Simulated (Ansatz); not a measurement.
Runs of Ansatz 0.2.0 on BaTiO3. The typed cell holds 10 atoms: a = 4.018 Å, b = 5.659 Å, c = 5.659 Å, α = 89.51°, β = 89.87°, γ = 89.87°. 

```tsv
task	level	U	cell	cutoff (eV)	hubbard projectors	double counting	gap on the mesh (eV)	pressure (GPa)	relaxed volume (Å³/atom)
relaxation of cell and atoms	PBEsol+U	Ti d U = 5 eV	relaxed	420	ortho-atomic (the default)	fll (the default)	(b)	0.0	12.64
relaxation of cell and atoms	PBE+D3(BJ)	-	relaxed	420	-	-	(c)	0.0	(a)
relaxation of cell and atoms	r2SCAN+D3(BJ)	-	relaxed	500	-	-	2.79	0.0	12.85
single point	PBE	-	as given	300	-	-	0.57	17.2	-
```

Alike in all rows: potentials or basis Ansatz PAW; no spin polarisation; k mesh 7 × 5 × 5; smearing fermi-dirac 0.05 eV.

**Question.** Estimate the missing entries.

**Answer.** (a) 12.97; (b) 2.39; (c) 2.45.

Caveats: odd divisions of the mesh miss points on the zone boundary, where band edges often lie, so the gap on the mesh can be too wide; spin-orbit coupling is left out, which moves the levels of the heavy elements; the plane-wave basis is chosen anew once the cell has moved, so the energies of steps on either side of that aren't comparable (some runs); the PAW data sets come from PBE, with cores solved anew for the run's functional, which leaves a small shift of forces and pressure (some runs); the electronic state changed during the relaxation (some runs); the dispersion damping was fitted for another functional or another form of the correction (some runs); so large a pressure means that the cell lies far from this level's equilibrium, or that cutoff or potentials fall short (some runs).

A k mesh can miss the band edges, and the runs leave out spin-orbit coupling on Ba.
